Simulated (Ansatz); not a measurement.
The system is C.

```
C
1.0
     0.00000    1.78337    1.78337
     1.78337    0.00000    1.78337
     1.78337    1.78337    0.00000
C
2
Cartesian
  2.6751 2.6751 2.6751
  1.7834 1.7834 1.7834
```

This isn't the form of C at room conditions, which is graphite.

Base run:

| Quantity | Value |
| --- | --- |
| Program | Ansatz 0.2.0 |
| Functional | PBE |
| Potentials or basis | Ansatz PAW |
| Cutoff | 420 eV (not typed: the program's choice for these potentials) |
| k mesh | 13 × 13 × 13 |
| Occupations | fermi-dirac, width 0.05 eV |
| Spin | no spin polarisation |

Its results: band gap on the k mesh 4.15 eV, indirect (least direct gap 5.59 eV); pressure 1.8 GPa.

Q: The run is repeated on the same cell with these changes: functional from PBE to LDA. What comes out?

A: Band gap on the k mesh 4.11 eV, indirect (least direct gap 5.54 eV); pressure -13.1 GPa.

LDA binds more tightly than PBE, so the same cell stands under less pressure.

Caveats: the PAW data sets come from PBE, with cores solved anew for the run's functional, which leaves a small shift of forces and pressure (some runs).
